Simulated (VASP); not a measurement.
Write the native input for VASP 6.6.1 that does the following.

```yaml
Task: RPA correlation energy
Functional: PBE
Potentials_or_basis: VASP PAW PBE potentials, release 64 (Si_GW)
Cutoff: 400 eV
k_mesh: 6 × 6 × 6
Occupations: gaussian, width 0.05 eV
Spin: no spin polarisation
Cutoff_of_the_response_function: 250
Frequency_points: 12
Further_INCAR_settings: ALGO = ACFDT; EDIFF = 1e-08; NBANDS = 536
```

Si:

```
Si
1.0
    -2.33932    2.33932    1.31130
     2.33932   -2.33932    1.31130
     2.33932    2.33932   -1.31130
Si
2
Cartesian
  0.0000 0.0000 1.3113
  2.3393 0.0000 0.6557
```

This isn't the form of Si at room conditions, which is diamond.

The cell isn't the ideal one: volume scaled by 0.96.

The input as run:

POSCAR

```
Si
1.0
   -2.3393228040      2.3393228040      1.3113001418
    2.3393228040     -2.3393228040      1.3113001418
    2.3393228040      2.3393228040     -1.3113001418
Si
2
Direct
    0.5000000000      0.5000000000      0.0000000000
    0.2500000000      0.7500000000      0.5000000000
```

INCAR.step1

```
SYSTEM = Si
PREC = Accurate
ENCUT = 400
EDIFF = 1E-8
ISMEAR = 0
SIGMA = 0.05
LREAL = .False.
LASPH = .True.
NELM = 60
ALGO = Normal
LWAVE = .True.
LCHARG = .False.
GGA = PE
```

INCAR.step2

```
SYSTEM = Si
PREC = Accurate
ENCUT = 400
EDIFF = 1E-8
ISMEAR = 0
SIGMA = 0.05
LREAL = .False.
LASPH = .True.
NELM = 1
ALGO = EIGENVAL
LWAVE = .False.
LCHARG = .False.
GGA = PE
LHFCALC = .True.
AEXX = 1.0
ALDAC = 0.0
AGGAC = 0.0
ISTART = 1
PRECFOCK = Fast
```

INCAR.step3

```
SYSTEM = Si
PREC = Accurate
ENCUT = 400
EDIFF = 1E-8
ISMEAR = 0
SIGMA = 0.05
LREAL = .False.
LASPH = .True.
NELM = 1
ALGO = Exact
LWAVE = .True.
LCHARG = .False.
GGA = PE
NBANDS = 536
LOPTICS = .True.
ISTART = 1
```

INCAR.step4

```
SYSTEM = Si
PREC = Accurate
ENCUT = 400
EDIFF = 1E-8
ISMEAR = 0
SIGMA = 0.05
LREAL = .False.
LASPH = .True.
NELM = 60
ALGO = ACFDT
LWAVE = .False.
LCHARG = .False.
GGA = PE
NBANDS = 536
ENCUTGW = 250
NOMEGA = 12
ISTART = 1
PRECFOCK = Fast
```

KPOINTS

```
regular mesh
0
Gamma
  6 6 6
  0 0 0
```

Potentials or basis: VASP PAW PBE potentials, release 64 (Si_GW).

Launch:

```bash
$ cat potpaw_PBE.64/Si_GW/POTCAR > POTCAR
$ cp INCAR.step1 INCAR
$ mpirun -np 1 vasp_std > vasp.out
$ cp INCAR.step2 INCAR
$ mpirun -np 1 vasp_std > vasp.out
$ cp INCAR.step3 INCAR
$ mpirun -np 1 vasp_std > vasp.out
$ cp INCAR.step4 INCAR
$ mpirun -np 1 vasp_std > vasp.out
```

Results of the run:

```
Band gap on the k mesh, mean-field level : none (metal or under the smearing width)
RPA correlation energy                   : -7.014 eV/atom
RPA total energy per cell                : -29.934 eV
RPA correlation energy per cell          : -14.027 eV
```

Caveat: the k mesh is coarse (spacing up to 0.46 Å⁻¹), so the values aren't converged; the ground state has no gap, which makes the many-body step unreliable.

Wall time 65 min on 1 thread of Intel(R) Xeon(R) Platinum 8259CL CPU @ 2.50GHz (Skylake/Cascade Lake) (shared host), peak memory 1.3 GiB.
